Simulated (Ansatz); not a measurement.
A run of Ansatz 0.2.0 is set up as follows.

Contents of input.yaml:

```yaml
crystal:
  lattice:
    - [3.9883, 0.0, 0.0]
    - [0.0, 3.9883, 0.0]
    - [0.0, 0.0, 3.9883]
  atoms:
    - { symbol: Ta, position: [0.0, 0.0, 0.0] }
    - { symbol: K, position: [0.5, 0.5, 0.5] }
    - { symbol: O, position: [0.0, 0.0, 0.5] }
    - { symbol: O, position: [0.0, 0.5, 0.0] }
    - { symbol: O, position: [0.5, 0.0, 0.0] }
hamiltonian:
  xc: pbesol
  pseudopotentials: { kind: paw_fr }
magnetization:
  noncollinear: true
  spin_orbit: true
kpoints:
  mp_grid: { grid: [5, 5, 5] }
  band_path:
    path:
      - [[0.0, 0.0, 0.0], [0.0, 0.5, 0.0], [0.5, 0.5, 0.0], [0.0, 0.0, 0.0], [0.5, 0.5, 0.5], [0.0, 0.5, 0.0]]
      - [[0.5, 0.5, 0.0], [0.5, 0.5, 0.5]]
    npoints: 14
scf:
  occupations: { method: fermi_dirac, width: 0.05 }
  n_extra_bands: 12
output:
  forces: true
  stress: true
  eigenvalues: true
  fatbands: true
```

Potentials or basis: Ansatz PAW.

Run with:

```bash
$ ansatz run input.yaml --threads 2 --pin off --max-ram 5632MiB --backend cpu --events-out ev --progress --plain --runs-dir out
```

Q: Predict the pressure.

A: -0.7 GPa.

Q: Estimate the band gap on the k mesh.

A: 2.11 eV, indirect (least direct gap 2.54 eV).

Q: What does it give for the band gap along the path?

A: 1.99 eV, indirect (least direct gap 2.54 eV).

Levels at the corners of the path, in eV from the valence-band top:
```
point  band 36  band 37  band 38  band 39  band 40  band 41  band 42  band 43  band 44  band 45
    Γ    -0.73    -0.55    -0.55    -0.55    -0.55     1.99     1.99     1.99     1.99     2.40
    X    -1.54    -0.92    -0.92    -0.76    -0.76     2.27     2.27     4.88     4.88     5.15
    M    -1.43    -1.42    -1.42    -0.05    -0.05     4.90     4.90     5.16     5.16     6.38
    Γ    -0.73    -0.55    -0.55    -0.55    -0.55     1.99     1.99     1.99     1.99     2.40
    R    -0.02     0.00     0.00     0.00     0.00     6.33     6.33     6.33     6.33     6.81
    X    -1.54    -0.92    -0.92    -0.76    -0.76     2.27     2.27     4.88     4.88     5.15
    M    -1.43    -1.42    -1.42    -0.05    -0.05     4.90     4.90     5.16     5.16     6.38
    R    -0.02     0.00     0.00     0.00     0.00     6.33     6.33     6.33     6.33     6.81
```

Caveat: the k mesh misses the band edges, so the gap on the mesh is wider than the one along the path; the pressure holds a Pulay correction of +0.6 GPa for the finite cutoff; the PAW data sets come from PBE, with cores solved anew for the run's functional, which leaves a small shift of forces and pressure. Expect the measured gap to be larger: semilocal functionals such as PBEsol lack the derivative discontinuity.
